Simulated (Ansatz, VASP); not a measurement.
## LiF in VASP and in Ansatz

```
CELL_PARAMETERS angstrom
0.00000 2.01400 1.95358
2.01400 0.00000 1.95358
2.01400 2.01400 0.00000
ATOMIC_POSITIONS crystal
Li 0.00000 0.00000 0.00000
F 0.50000 0.50000 0.50000
```

Change from the starting cell: zz strain of -3 %, crystal datasets.

Alike in both runs: task electric field gradients; functional LDA; k mesh 10 × 10 × 10; occupations fermi-dirac, width 0.03 eV; no spin polarisation.

|  | VASP | Ansatz |
| --- | --- | --- |
| version | VASP 6.6.1 | Ansatz 0.2.0 |
| potentials or method | VASP PAW LDA potentials, release 64 (Li_sv, F), cutoff 520 eV | all-electron PAW with datasets made for the crystal, scalar-relativistic |

```tsv
	VASP	Ansatz	Ansatz less VASP
gap on the k mesh at the Fermi level (eV)	9.09	9.07	-0.018
Vzz of the field gradient on the site that differs most (V/Å²)	-0.1	-0.4	-0.26
```

Ansatz ran all-electron here, so the differences hold the error of VASP's frozen core and of both bases.

 A k mesh can miss the band edges.
